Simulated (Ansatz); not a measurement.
**Bands of O**

```
CELL_PARAMETERS angstrom
2.67595 0.00000 0.00000
-1.33797 2.31744 0.00000
0.00000 0.00000 2.62922
ATOMIC_POSITIONS crystal
O 0.33333 0.66667 0.25000
O 0.66667 0.33333 0.75000
```

Atom numbers follow the list: O1, O2.

The structure comes from a relaxation in the same program, started in the hcp type, and has space group P6_3/mmc. Whether it is a known phase or the ground state wasn't checked.

This is a hypothetical arrangement without O2 molecules, not solid oxygen as it is known.

These are results of DFT, PBE, all-electron LAPW, scalar-relativistic (Ansatz 0.2.0), not measurements.

Settings: a Γ-centred 15×15×8 k mesh, Fermi–Dirac smearing of 0.08 eV, basis error target 1 meV/atom, no spin polarisation; the mesh is coarse along some axis.

Points in fractions of the reciprocal vectors of this cell: Γ (0, 0, 0), M (0.5, 0, 0), K (0.333, 0.333, 0), A (0, 0, 0.5), L (0.5, 0, 0.5), H (0.333, 0.333, 0.5). The path joins them by straight lines in the order Γ–M–K–Γ–A–L–H–A–L; legs that retrace an earlier one aren't tabulated. Energies are in eV from the Fermi level.

Metal or insulator at this level of theory?

No gap opens: metallic or semimetallic.

Tabulate bands 5 to 10, counted from the lowest band of the run, along the path.


| k (1/Å) | point | band 5 | band 6 | band 7 | band 8 | band 9 | band 10 |
| --- | --- | --- | --- | --- | --- | --- | --- |
| 0.00 | Γ | -4.49 | -2.72 | -2.72 | 0.62 | 0.62 | 2.22 |
| 0.34 |  | -4.28 | -3.02 | -2.99 | 0.37 | 0.85 | 1.97 |
| 0.68 |  | -3.69 | -3.63 | -3.63 | -0.06 | 1.27 | 1.27 |
| 1.02 |  | -4.23 | -4.12 | -2.86 | -0.32 | 0.34 | 1.56 |
| 1.36 | M | -4.46 | -4.30 | -2.32 | -0.39 | -0.24 | 1.66 |
| 1.55 |  | -5.21 | -3.54 | -2.26 | -0.45 | -0.30 | 1.62 |
| 1.75 |  | -5.93 | -2.76 | -2.05 | -0.65 | -0.51 | 1.53 |
| 1.94 |  | -6.41 | -2.08 | -1.72 | -1.01 | -0.84 | 1.46 |
| 2.14 | K | -6.57 | -1.50 | -1.50 | -1.28 | -1.28 | 1.44 |
| 2.53 |  | -5.96 | -2.52 | -2.36 | -0.66 | -0.18 | 1.44 |
| 2.92 |  | -4.53 | -3.44 | -3.10 | -0.14 | 0.99 | 1.29 |
| 3.31 |  | -4.21 | -3.20 | -2.98 | 0.31 | 0.90 | 1.89 |
| 3.70 | Γ | -4.49 | -2.72 | -2.72 | 0.62 | 0.62 | 2.22 |
| 4.00 |  | -4.28 | -2.58 | -2.58 | 0.52 | 0.52 | 1.85 |
| 4.30 |  | -3.70 | -2.18 | -2.18 | 0.22 | 0.22 | 0.89 |
| 4.60 |  | -2.80 | -1.59 | -1.59 | -0.37 | -0.28 | -0.28 |
| 4.90 | A | -1.65 | -1.65 | -0.91 | -0.91 | -0.91 | -0.91 |
| 5.24 |  | -3.05 | -3.05 | -1.02 | -1.02 | 0.11 | 0.11 |
| 5.58 |  | -4.80 | -4.80 | -1.26 | -1.26 | 0.91 | 0.91 |
| 5.92 |  | -6.19 | -6.19 | -1.49 | -1.49 | 1.24 | 1.24 |
| 6.25 | L | -6.74 | -6.74 | -1.58 | -1.58 | 1.32 | 1.32 |
| 6.45 |  | -6.71 | -6.71 | -1.87 | -1.87 | 1.51 | 1.51 |
| 6.65 |  | -6.64 | -6.64 | -2.46 | -2.46 | 1.87 | 1.87 |
| 6.84 |  | -6.58 | -6.58 | -2.96 | -2.96 | 2.14 | 2.14 |
| 7.04 | H | -6.57 | -6.57 | -3.15 | -3.15 | 2.23 | 2.23 |
| 7.43 |  | -6.34 | -6.34 | -2.60 | -2.60 | 1.94 | 1.94 |
| 7.82 |  | -5.19 | -5.19 | -1.67 | -1.67 | 1.27 | 1.27 |
| 8.21 |  | -3.31 | -3.31 | -1.08 | -1.08 | 0.29 | 0.29 |
| 8.60 | A | -1.65 | -1.65 | -0.91 | -0.91 | -0.91 | -0.91 |
